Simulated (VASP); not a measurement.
Crystal: ZrC.

```
CELL_PARAMETERS angstrom
0.00000 2.35021 2.35021
2.35021 0.00000 2.35021
2.35021 2.35021 0.00000
ATOMIC_POSITIONS crystal
Zr 0.50000 0.50000 0.50000
C 0.00000 0.00000 0.00000
```

| Item | Value |
| --- | --- |
| Program | VASP 6.6.1 |
| Task | relaxation of cell and atoms |
| Functional | PBEsol |
| Potentials or basis | VASP PAW PBE potentials, release 64 (Zr_sv, C) |
| Cutoff | 600 eV |
| k mesh | 16 × 16 × 16 |
| Occupations | gaussian, width 0.1 eV |
| Spin | no spin polarisation |

At the start: pressure -4.3 GPa; volume 12.98 Å³/atom.

Problem. Where does the relaxation end?

Solution. Over 3 steps the energy falls by 3.3 meV/atom and the volume is 12.74 Å³/atom (-1.9 %); space group Fm-3m (No. 225, to 0.05 Å).

Step by step:
| step | energy change (eV) | largest force (eV/Å) | pressure (GPa) | volume (Å³) |
| --- | --- | --- | --- | --- |
| 1 | 0.0000 | 0.0000 | -4.30 | 25.96 |
| 2 | 0.0128 | 0.0000 | 8.01 | 24.68 |
| 3 | -0.0067 | 0.0000 | -0.04 | 25.48 |

Final structure:
```
Zr C
1.0
     0.00000    2.33553    2.33553
     2.33553    0.00000    2.33553
     2.33553    2.33553    0.00000
Zr C
1 1
Cartesian
  2.3355 2.3355 2.3355
  0.0000 0.0000 0.0000
```

Caveat: the PAW data sets were made with another functional, which shifts forces and pressure a little.
